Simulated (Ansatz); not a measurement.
Zinc-blende AlSb was calculated with BLYP (plane waves, PAW; Ansatz, a first-principles code).

Numerical settings: plane-wave cutoff 520 eV, 10×10×10 k mesh, Fermi–Dirac smearing 0.01 eV, scalar-relativistic PAW data made under PBE.

Computed points:

```csv
V (Å³/atom),E − E_lowest (meV/atom),P (GPa)
29.620,16.68,3.01
30.250,7.10,1.89
30.880,1.69,0.88
31.511,0.00,-0.01
32.141,1.63,-0.81
32.771,6.23,-1.52
33.401,13.46,-2.15
```

Q: Fit the third-order Birch–Murnaghan equation and give B0 and B′.

A: V0 = 31.504 Å³/atom, B0 = 42.2 GPa, B′ = 4.7 (fit to the energies at full precision).

Measured, for comparison: bulk modulus 58.2 GPa (temperature not stated, not corrected to a static lattice; as tabulated in Toher et al. (2017), arXiv:1611.05714); equilibrium volume per atom 28.77 Å³/atom (low temperature, thermal expansion removed or low-temperature value; zero-point expansion not removed; as tabulated in Zhang et al. (2018), doi:10.1088/1367-2630/aac7f0). Computed less measured: bulk modulus -27 %, equilibrium volume per atom +9.5 %.

Spin–orbit coupling is not included.

Computed values are for the static lattice.
